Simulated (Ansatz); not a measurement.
TaN: energy along a strain

TaN, Fm-3m, a = 4.358 Å (as given, not relaxed at this level: 14.6 GPa). This isn't the usual stable structure of the compound. Ansatz: PBE, PAW, 420 eV, Γ-centred 18×18×18 mesh on 2 atoms, Gaussian smearing 0.15 eV; no spin polarisation. Cell vectors (Å): 0.000 2.179 2.179; 2.179 0.000 2.179; 2.179 2.179 0.000. The cell is strained by x per cent times the pattern (0 1 0 0 0 0) in the order xx yy zz yz xz xy (engineering shears), with fractional coordinates held. y is the free energy over the start, V0 = 10.346 Å³/atom.

| x (%) | y (meV/atom) |
| --- | --- |
| -2.00 | 30.71 |
| -1.50 | 20.67 |
| -1.00 | 12.27 |
| -0.50 | ? |
| 0.00 | 0.00 |
| 0.50 | -4.03 |
| 1.00 | -6.75 |
| 1.50 | -8.24 |
| 1.75 | -8.55 |
| 2.00 | -8.59 |

Question: Fit y = c1 x + c2 x² + c3 x³ to the other rows, get the stiffness along the pattern, and predict the missing energy.

Answer: Least squares on the rows shown. y = −9.4023 x + 2.7643 x² − 0.10537 x³. The clamped-ion stiffness p·C·p = 2 × 27.64 eV × 160.2 / 10.346 Å³ = 856 GPa, which is C22 in these axes (C11 of the cubic crystal) (second derivative at the start, which stands under stress). At x = -0.50 the fit asked for gives 5.41 meV/atom. The run gave 5.40 meV/atom, so the fit is 0.01 meV/atom too high, within twice the rms miss on the fitted rows (0.005 meV/atom).

Spin–orbit coupling is left out, which can shift energies with elements as heavy as these.